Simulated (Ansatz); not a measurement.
P: phonons across the zone

Level of theory: DFT PBE, scalar-relativistic, plane waves, PAW (Ansatz 0.2.0). Plane waves to 420 eV; Γ-centred k mesh 10×10×14; Fermi-Dirac smearing of 0.15 eV. No spin polarisation. Phonons by linear response, acoustic sum rule imposed.

The cell, relaxed at this level:
```xyz
4
Lattice="2.6531 -4.1484 0.0000 2.6531 4.1484 0.0000 0.0000 0.0000 3.3604" Properties=species:S:1:pos:R:3 pbc="T T T"
P     1.5211   -1.3236    2.5203
P     3.7851    1.3236    0.8401
P     3.7851   -1.3236    2.5203
P     1.5211    1.3236    0.8401
```

The cell was found from a structure generator's guess, not taken from experiment. In a metal, frequencies and elastic constants depend on the k mesh and the smearing, soft modes and shear constants most. The q mesh is coarse, so values between its points are rough. This form isn't the element's ground state: it lies 94 meV/atom above the standard structure at this level. No dispersion correction is applied, so modes and constants that involve weak contacts between layers, chains or molecules come out too soft.

Force constants from linear response on a 2×2×2 q mesh.

**Question.** Is the structure dynamically stable on the q mesh?

**Answer.** No: at q = (-0.500, -0.500, 0.000) a mode is imaginary, 21i cm⁻¹.

**Question.** Give the frequencies (cm⁻¹) at the zone-boundary points of high symmetry (interpolated where a point lies off the q mesh).

**Answer.**
| point | q | frequencies |
| --- | --- | --- |
| Y | -0.500 0.500 0.000 | 21i 52 84 101 101 248 324 341 357 374 378 414 |
| C0 | -0.352 0.648 0.000 | 71 72 99 106 120 224 350 354 355 377 386 410 |
| SIGMA0 | 0.352 0.352 0.000 | 71 72 99 106 120 224 350 354 355 377 386 410 |
| Z | 0.000 0.000 0.500 | 115 115 159 159 188 188 322 322 334 334 349 349 |
| A0 | 0.352 0.352 0.500 | 109 109 165 165 203 203 305 305 352 352 374 374 |
| E0 | -0.352 0.648 0.500 | 109 109 165 165 203 203 305 305 352 352 374 374 |
| T | -0.500 0.500 0.500 | 112 112 171 171 194 194 288 288 350 350 356 356 |
| S | 0.000 0.500 0.000 | 70 88 108 109 171 181 354 358 373 374 395 398 |
| R | 0.000 0.500 0.500 | 132 132 147 147 204 204 323 323 348 348 381 381 |
